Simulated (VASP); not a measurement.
Input of a VASP 6.6.1 run:

POSCAR

```
Sn
1.0
   -1.8156144697      1.8156144697      1.8156144697
    1.8156144697     -1.8156144697      1.8156144697
    1.8156144697      1.8156144697     -1.8156144697
Sn
1
Cartesian
    0.0000000000      0.0000000000      0.0000000000
```

The input INCAR.step1:

```
SYSTEM = Sn
  PREC = Accurate
  ENCUT = 520
  EDIFF = 1E-6
  ISMEAR = 1
  SIGMA = 0.2
  LREAL = .FALSE.
  LASPH = .TRUE.
  NELM = 100
  ALGO = Fast
  ISIF = 2
  LWAVE = .FALSE.
  LCHARG = .TRUE.
  GGA = PE
  IVDW = 1
```

The input KPOINTS.step1:

```
Automatic mesh
0
G
  10 10 10
  0 0 0
```

Contents of INCAR.step2:

```
SYSTEM = Sn
  PREC = Accurate
  ENCUT = 520
  EDIFF = 1E-6
  ISMEAR = 0
  SIGMA = 0.05
  LREAL = .FALSE.
  LASPH = .TRUE.
  NELM = 100
  ALGO = Fast
  ISIF = 2
  LWAVE = .FALSE.
  LCHARG = .FALSE.
  GGA = PE
  IVDW = 1
  ICHARG = 11
```

The input KPOINTS.step2:

```
path GHNGPH,PN
15
line-mode
reciprocal
 0.0000000000  0.0000000000  0.0000000000  G
 0.5000000000 -0.5000000000  0.5000000000  H

 0.5000000000 -0.5000000000  0.5000000000  H
 0.0000000000  0.0000000000  0.5000000000  N

 0.0000000000  0.0000000000  0.5000000000  N
 0.0000000000  0.0000000000  0.0000000000  G

 0.0000000000  0.0000000000  0.0000000000  G
 0.2500000000  0.2500000000  0.2500000000  P

 0.2500000000  0.2500000000  0.2500000000  P
 0.5000000000 -0.5000000000  0.5000000000  H

 0.2500000000  0.2500000000  0.2500000000  P
 0.0000000000  0.0000000000  0.5000000000  N
```

Potentials or basis: VASP PAW PBE potentials, release 64 (Sn_d).

Command:

```sh
$ cat potpaw_PBE.64/Sn_d/POTCAR > POTCAR
$ cp INCAR.step1 INCAR
$ cp KPOINTS.step1 KPOINTS
$ mpirun -np 1 vasp_std > vasp.out
$ cp INCAR.step2 INCAR
$ cp KPOINTS.step2 KPOINTS
$ mpirun -np 1 vasp_std > vasp.out
```

(1) What does it give for the dispersion energy per atom?

(2) Estimate the band gap along the path.

Answers

(1) -0.566 eV.

(2) none (metal or under the smearing width).

Caveat: the log is that of the step along the path at fixed density, whose energy, stress, charges and moments have no meaning; atom-pairwise D2, TS and ULG terms overbind metals; spin-orbit coupling is left out, which moves the levels of the heavy elements.
